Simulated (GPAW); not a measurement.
Runs of GPAW 26.7.0 on Cu. All rows change the cell; the cell of one of them follows. The typed cell holds 1 atom: a = 2.479 Å, b = 2.477 Å, c = 2.450 Å, α = 108.63°, β = 107.81°, γ = 112.70°. This isn't the form of Cu at room conditions, which is fcc.

```tsv
task	level	potentials or basis	cell	k mesh	cutoff (eV)	maxiter	optimizer	fmax	max steps	eta	mesh quality	gap on the mesh (eV)	pressure (GPa)	relaxed volume (Å³/atom)
relaxation of cell and atoms	LDA	the program's PAW data sets (release 1.2.1) made for this functional, pw	relaxed from: cell sheared at random, sigma 0.01, atoms nudged by 0.01 Å	8 × 8 × 8	600	150	LBFGS	0.02 eV/Å	100	-	coarse	none	0.0	(a)
optical spectrum	LDA	the program's PAW data sets (release 1.2.1) made for this functional, pw	cell sheared at random, sigma 0.01, atoms nudged by 0.01 Å	11 × 11 × 10	500	150	-	-	-	0.1 eV	not flagged	none	-	-
relaxation of cell and atoms	PBEsol+D3(BJ)	PAW data sets generated in the run's folder for this functional, pw	relaxed from: cell sheared at random, sigma 0.01, atoms nudged by 0.01 Å	8 × 8 × 8	600	150	BFGS	0.02 eV/Å	40	-	coarse	none	0.0	11.00
single point	PBE	GPAW PAW data sets (gpaw-data 1.2.1), pw	cell sheared at random, sigma 0.01, atoms nudged by 0.01 Å	11 × 11 × 10	500	120	-	-	-	-	not flagged	none	7.8	-
```

Alike in all rows: no spin polarisation; smearing fermi-dirac 0.05 eV.

Fill in the values left out.

(a) 11.03.

Caveats: some runs use coarse meshes; with this Cu data set, volumes or pressures lay over 1.5 % or 2 GPa off other programs in two to four cells of ten (some runs); later steps reuse the first step's grids (some runs); the intraband term hangs on this k mesh (some runs); the long-wavelength limit can be off by several per cent where d states take part (some runs); independent-particle spectra lack excitons (some runs); pairwise dispersion overbinds metals, which lowers pressure and volume (some runs); the cutoff is short for stress and forces, so pressures can be off by a GPa or more (some runs).

A gap of «none» marks a metal or a gap under the smearing width.
